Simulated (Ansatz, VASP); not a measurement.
**LaP: VASP beside Ansatz**

Wanted: the spread between two codes on one cell, functional and k mesh. The cell is generated by rule, not measured, and may not be a known phase. The cell is taken from a series of runs on this material, whose earlier steps may have relaxed, scaled, displaced or heated it; both programs get it as it stands.

Calculated with Ansatz 0.2.0; plane waves, with VASP 6.6.1 beside it; zone-centre phonons at PBE.

The structure was built from a prototype and need not be the compound's stable phase.

## Step 1: Starting point

The structure is tetragonal, space group P4/nmm (No. 129). The conventional cell has a = 5.216 Å, b = 5.216 Å, c = 3.726 Å, α = 90.00°, β = 90.00°, γ = 90.00°. Nearest to La lie 4 P at 2.92 Å. P has 4 La at 2.92 Å nearest. Farther neighbours are not listed.

## Step 2: Ansatz: zone-centre phonons, PBE

Ansatz runs on its default PAW (the set named soft_2) files.

Second derivatives magnify differences that forces hide, and they need a tight electronic threshold.

Contents of input.yaml:

```yaml
crystal:
  lattice:
    - [5.2157636968, 0.0, 0.0]
    - [0.0, 5.2157636968, 0.0]
    - [0.0, 0.0, 3.7259584456]
  atoms:
    - { symbol: La, position: [0.5, 0.0, 0.1498688858] }
    - { symbol: La, position: [0.0, 0.5, 0.8501311142] }
    - { symbol: P, position: [0.0, 0.0, 0.5] }
    - { symbol: P, position: [0.5, 0.5, 0.5] }
kpoints:
  mp_grid: { grid: [8, 8, 10] }
hamiltonian:
  xc: pbe
scf:
  occupations: { method: methfessel_paxton, width: 0.15 }
output:
  eigenvalues: true
phonons:
  method: dfpt
```

Run with:

```
$ ansatz run input.yaml --threads 4 --pin off --max-ram 7168MiB --backend cpu --events-out ev --progress --plain --runs-dir out
```

Numbers of over 12 decimals in the logs are rounded to 6 here.

The program printed:

```text
zone centre: on kpoints.mp_grid the ground state, and the responses unless they are solved on pairs of k-points, stand on 150 of the mesh's 640 k-points, reduced under 4 symmetry operations, with k and −k counted as one. Each operation leaves every solved displacement unchanged or reverses it
Engine: ansatz 0.2.0, aarch64-unknown-linux-gnu
Pseudopotentials: kind: paw
Pseudopotential: La, paw, valence charge 11, recommended cutoff 420 eV (normal), La.paw.azcp
Pseudopotential: P, paw, valence charge 5, recommended cutoff 420 eV (normal), P.paw.azcp
Functional definition: PBE
  parameter kappa = 0.804
  parameter beta = 0.066725
  exchange = pbe_x(kappa = kappa, mu = beta*pi^2/3)
  correlation = pbe_c(beta = beta)
Crystal: 4 atoms, lattice volume = 101.362 Å³
Basis set: ecut = 420 eV, 2029 PW (Γ), exchange–correlation on 72×72×50 points (8 copies of the dense FFT grid, shifted against one another)
Bands: 20, of which v1, the nominal top of the filled ones, is band 16 counted from 1 (15 counted from 0)
Symmetry: 16 space group operations
k-points: 150 of 640 (irreducible under 4 space group operations, time reversal used)
Non-local potential: La, projectors of the file, l = 0: 3, l = 1: 2, l = 2: 2, l = 3: 3
Non-local potential: P, projectors of the file, l = 0: 2, l = 1: 2, l = 2: 2
PAW form: soft (Blöchl's): semilocal exchange-correlation on the pseudo side does not see the compensation charge
PAW one-centre angular grid: La, 590 points (default); XC on 64 Gauss nodes
PAW one-centre angular grid: P, 110 points (default); XC on 64 Gauss nodes
Initial density: superposition of atomic densities (neutral atoms: chi_scale 0, normalization atom), corrected by the library's trained network
Initial wavefunctions: pseudopotential atomic-orbital guess
Functional: x = pbe(κ = 0.804, μ = 0.219515), c = pbe(β = 0.066725)
SCF iter   1: F=—  HF=-14016.726025 eV  |F-HF|=—  |Δ(HF+E_count)|=         —  Δρ=4.19e-3  dr2=1.22e-2  ethr=1.77e-3  ⟨swp⟩=6.8  Hψ=16273  notcnv=0
preconditioner: auto → Resta (q_TF=auto, 2.251 Å⁻¹)  ε∞=4.4  [insulator: Δε(μ)=0.112 eV  Ē_g=10.582 eV  σ=0.150 eV  W_gap=0.52  n_scr=18 (ndim 8)  ℏωp=19.5 eV  f_vac=0.000  D(μ)=0.49/eV (n_scr^D=0)  ε∞_Penn≈4.4]
SCF iter   2: F=—  HF=-14016.724062 eV  |F-HF|=—  |Δ(HF+E_count)|=   1.96e-3  S|Δr|=    0.00e0  Δρ=2.00e-3  dr2=2.17e-3  ethr=3.80e-5  ⟨swp⟩=3.5  Hψ=7490  notcnv=0
SCF iter   3: F=—  HF=-14016.725200 eV  |F-HF|=—  |Δ(HF+E_count)|=   1.14e-3  S|Δr|=    0.00e0  Δρ=6.54e-4  dr2=2.36e-4  ethr=6.80e-6  ⟨swp⟩=2.5  Hψ=5387  notcnv=0
SCF iter   4: F=—  HF=-14016.725412 eV  |F-HF|=—  |Δ(HF+E_count)|=   2.12e-4  S|Δr|=    0.00e0  Δρ=1.42e-4  dr2=1.86e-5  ethr=7.36e-7  ⟨swp⟩=2.9  Hψ=5705  notcnv=0
SCF iter   5: F=—  HF=-14016.725428 eV  |F-HF|=—  |Δ(HF+E_count)|=   1.57e-5  S|Δr|=    0.00e0  Δρ=2.77e-5  dr2=5.97e-7  ethr=5.82e-8  ⟨swp⟩=2.8  Hψ=5660  notcnv=0
SCF iter   6: F=—  HF=-14016.725429 eV  |F-HF|=—  |Δ(HF+E_count)|=   8.71e-7  S|Δr|=    0.00e0  Δρ=5.44e-6  dr2=2.58e-8  ethr=1.86e-9  ⟨swp⟩=2.0  Hψ=5258  notcnv=0
SCF iter   7: F=—  HF=-14016.725429 eV  |F-HF|=—  |Δ(HF+E_count)|=   2.02e-8  S|Δr|=    0.00e0  Δρ=7.91e-7  dr2=4.01e-10  ethr=8.06e-11  ⟨swp⟩=2.5  Hψ=5458  notcnv=0
SCF iter   8: F=—  HF=-14016.725429 eV  |F-HF|=—  |Δ(HF+E_count)|=  3.27e-10  S|Δr|=    0.00e0  Δρ=1.16e-7  dr2=1.32e-11  ethr=1.25e-12  ⟨swp⟩=2.3  Hψ=5466  notcnv=0
SCF iter   9: F=-14016.725429 eV  HF=-14016.725429 eV  |F-HF|=1.82e-12  |Δ(HF+E_count)|=  1.46e-11  S|Δr|=    0.00e0  Δρ=1.95e-8  dr2=4.39e-13  ethr=1.00e-12  ⟨swp⟩=11.2  Hψ=19642  notcnv=0
SCF 1 converged in 9 iterations: F = -14016.725429 eV  dr2 = 4.39e-13
  greatest PAW one-centre occupation: 0.971 electrons in one spin orbital (limit 2), on the La atom at site 1 (counted from 0), in its partial waves of l = 0
DFPT response loops at Γ: preconditioner auto → Kerker (q_TF=auto, 2.251 Å⁻¹) (partly filled bands, converged f_vac=0.000); β = 1.00, the filter's whole step (`scf.mixing.beta` (0.50) is not read by the response loops under this deck's `scf.mixing.preconditioner`; to damp them name `kerker` or `kerker_dos`, under which they read `scf.mixing.beta`, and type it under 1.00, their step now; both keys bind the ground state too); Broyden in place of MSR1
SCF converged after 9 iterations
Stability not checked: this state was not tested for a lower state beside it, because cold or Methfessel-Paxton smearing, or corrected tetrahedra, fill the levels in a way that the test cannot read (fill_not_monotonic; see scf.lower_state_search)
Free energy (F): -14016.725429 eV
Harris-Foulkes:  -14016.725429 eV  (|F-HF|=1.82e-12)
Internal energy: -14016.726605 eV  (E = F + TS)
E sigma→0 (E₀):  -14016.725723 eV
Entropy (-TS):   0.001176 eV (0.294 meV/atom)
Fermi energy:    10.838327 eV
--- Per-component energies (eV) ---
  E_band       = -41.410424
  E_kinetic    = 524.333397
  E_local      = -697.962268  (includes V_loc(G=0)·N_el)
  E_nonlocal   = 261.576813
  E_hartree    = 216.398234
  E_xc         = -402.450514
  E_vxc        = -417.756276  (∫ρ·V_xc dr)
  E_paw        = -11973.532198  (= ΣΔE_a)
  E_vpaw       = -144.398552  (= ΣTr[D̂ρ^β])
  E_aug_tail   = 0.000006  (compensation charges beyond the density's cutoff)
  E_ewald      = -1945.090075
  E_smearing   = 0.001176  (= −TS)
  E_closure    = 0.000000  (closes the sum)
  Σ components = -14016.725429   (vs F -14016.725429, Δ=0.00e0)
--- Band table (eV; the first three rows and the last of 150) ---
  k-point 0: bands = [... 12 lower, 8.8957, 10.3042, 10.5893, 10.5939, 10.5939, 10.9510, 12.5964, 12.6622]
  k-point 1: bands = [... 12 lower, 8.8034, 10.0636, 10.3812, 10.4700, 10.4700, 11.1482, 12.3116, 12.7405]
  k-point 2: bands = [... 12 lower, 8.3895, 9.0599, 10.1616, 10.1616, 10.6063, 11.7045, 12.4555, 12.8558]
  k-point 149: bands = [... 12 lower, 8.5728, 8.5728, 10.0980, 10.0980, 11.2703, 11.2703, 12.3548, 12.3548]
--- Phonons (Γ-DFPT): 4 representative perturbations + reference, on 150 of 640 k-points (Σ response iterations 12) ---
  k mesh reduced under 4 symmetry operations, with k and −k counted as one. Each operation leaves every solved displacement unchanged or reverses it
  ASR residual: 1.026e-5 → 0.000e0 eV/Å²; symmetrization residual: 7.229e-7 eV/Å²
  ASR residual per site (eV/Å²): 1.03e-5 1.03e-5 1.02e-5 1.02e-5
  Γ frequencies (cm⁻¹): 0.00 0.00 0.00 82.70 101.68 101.68 103.48 167.40 167.40 173.16 249.11 249.11
  non-analytic LO–TO correction: not included (Born effective charges unavailable; polar crystals: no LO–TO splitting at Γ)
```

(Part 1 of 2 ends here.)

[Lines on the potential files, build, host, timing and source positions are cut from VASP's logs without a mark.]

[Logs are printed without paths, hosts, clocks, repeated set-up lines and the standing remarks that a program may print on its own settings, such as how far it seeks lower states.]

[Hosts, paths, dates, database ids (printed as entryN), source tags and the programs' standing remarks are cut or masked in the printed files.]
